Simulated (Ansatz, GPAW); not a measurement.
# TaN: 3 runs at one level of theory

```
Ta N
1.0
     0.00000    2.21132    2.21132
     2.21132    0.00000    2.21132
     2.21132    2.21132    0.00000
Ta N
1 1
Direct
  0.50000 0.50000 0.50000
  0.00000 0.00000 0.00000
```

The cell comes from a database or a generator and needn't be the stable form of this composition.

Alike in all runs: task single point; functional PBE; k mesh 10 × 10 × 10; occupations gaussian, width 0.022 eV; no spin polarisation; no spin-orbit coupling. A missing gap at this level doesn't show that the real crystal is a metal. Pressure is positive in compression and, in plane waves, holds the error of the finite cutoff, which Ansatz's Pulay term estimates and takes out.

```csv
program and potentials,plane-wave cutoff (eV),notes,band gap (eV),pressure (GPa)
"Ansatz, Ansatz PAW",420,Pulay term of +0.49 GPa included,no gap,-1.37
"GPAW, GPAW PAW data sets (gpaw-data 1.2.1)",800,-,no gap,-1.58
"Ansatz, all-electron LAPW, scalar-relativistic",-,-,no gap,-1.21
```

None finds a gap. The pressure spans -1.58 (GPAW, GPAW PAW data sets (gpaw-data 1.2.1)) to -1.21 GPa (Ansatz, all-electron LAPW, scalar-relativistic), with all-electron results at -1.21.

The functional is the same throughout but for its coding, so the spread measures potentials, basis and numerics; runs on potential files found faulty are left out.
